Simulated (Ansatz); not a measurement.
## CsPbCl3 (perovskite structure), explained

**The experiment.** The Crystallography Open Database holds a cell as deposited of cubic CsPbCl3 (space group Pm-3m), temperature not stated (1981): a = 5.605 Å, 35.22 Å³/atom.

Computed with Ansatz (plane waves, PAW, 420 eV cutoff): PBE, scalar-relativistic, no spin polarisation, Γ-centred 6×6×6 mesh, 0.05 eV Gaussian smearing; PAW files: Ansatz's generated set soft_2.

The start was a prototype's sites filled with these elements; the Crystallography Open Database holds the compound in this structure. The ideal cubic cell shuts out tilts of the octahedra, which such structures often take.

The relaxed structure (symmetry read at 0.01 Å). The structure is cubic, space group Pm-3m (No. 221). Conventional cell: a = 5.736 Å, b = 5.736 Å, c = 5.736 Å, α = 90.00°, β = 90.00°, γ = 90.00°. Around Cs (site symmetry m-3m) lie 12 Cl at 4.06 Å. Pb (site symmetry m-3m) has 6 Cl at 2.87 Å as nearest neighbours. Cl (site symmetry 4/mmm) has 2 Pb at 2.87 Å as nearest neighbours. (Neighbours are counted to 15 % beyond the shortest distance.)

Results at this level of theory:

* Volume: 37.74 Å³/atom
* Band gap: 2.21 eV
* Smallest direct gap: 2.21 eV
* Bader charges: Cs 0.90; Pb 1.27; Cl -0.72 e
* Formation energy from the elements (0 K, uncorrected): -1.57 eV/atom
* Bulk modulus (Birch–Murnaghan): 22 GPa
* Pressure derivative B0′: 4.7
* Shear modulus (Hill): 9.3 GPa
* Young's modulus: 24 GPa
* Poisson's ratio: 0.31
* Elastically stable: yes

It is direct, 2.21 eV. Within 0.6 eV of the edges the projected states are 66 % Cl 3p at the top of the valence band and 86 % Pb 6p at the bottom of the conduction band. The valence edge mixes anion p with metal states, so the bond is partly covalent and the gap isn't a plain transfer from Cl to Pb.

Q: What fixes the bond lengths?

A: Shannon's ionic radii give a check on the bond lengths: Cs⁺ with 12 neighbours 1.88 Å + Cl⁻ 1.81 Å = 3.69 Å against a computed mean of 4.06 Å; Pb²⁺ with 6 neighbours 1.19 Å + Cl⁻ 1.81 Å = 3.00 Å against a computed mean of 2.87 Å. The largest miss is 10 %; bonds longer than the sum point to crowding of the anions, a structure that doesn't suit these ions, or a functional that overestimates volumes.

Bader charges against formal ones: Cs +0.90 (+1), Pb +1.27 (+2), Cl −0.72 (−1). The cations give up 72 % of the formal charge; Bader charges stay under formal ones because the anions' density reaches into the cations' basins.

Q: How stiff is it, in energy terms?

A: B0·V0 = 21.8 GPa × 37.74 Å³ = 5.14 eV/atom sets the scale: near the minimum ΔE ≈ ½ B0 V0 x², with x = V/V0 − 1, and a pressure of 0.22 GPa squeezes the volume by about 1 %. At the ends of the curve: x = −5.5 % predicts 7.8 meV/atom and the run gives 8.6; x = +10.0 % predicts 25.7 meV/atom and the run gives 21.5. The lopsidedness is anharmonic: atoms resist being pushed together more than being pulled apart.

Q: Which Debye temperature follows from the elastic moduli?

A: K = 22 GPa and G = 9.3 GPa (Hill). With a density of 3.929 g/cm³ (mean mass 89.3 u, 37.74 Å³/atom), K = 21.83 and G = 9.32 GPa from the unrounded constants, v_l = √((K + 4G/3)/ρ) = 2950 m/s and v_t = √(G/ρ) = 1540 m/s. The mean [(1/v_l³ + 2/v_t³)/3]^(−1/3) is 1720 m/s, and θ_D = (ħ/k_B)(6π²/V)^(1/3) v_m ≈ 150 K, with V the volume an atom.

**Comparison.** The computed cell (5.736 Å, 37.74 Å³/atom) differs from the database's by +7.2 % in volume, about +2.3 % in length. PBE usually overestimates volumes, but by less than this. The static lattice also lacks zero-point motion and thermal expansion, roughly 1.5 to 3.8 % in volume at 300 K (room temperature assumed) by Grüneisen's rule, γ·3k_BT/(B0·V0) with γ of 1 to 2.5, so its own overestimate is larger than the figure. Spin–orbit coupling, left out, also moves the volume of such heavy elements' compounds. The database's entry may also be off.

Kohn–Sham gaps of semilocal functionals lie under measured ones, often by a third or more. No spin–orbit coupling, a notable omission for heavy elements.
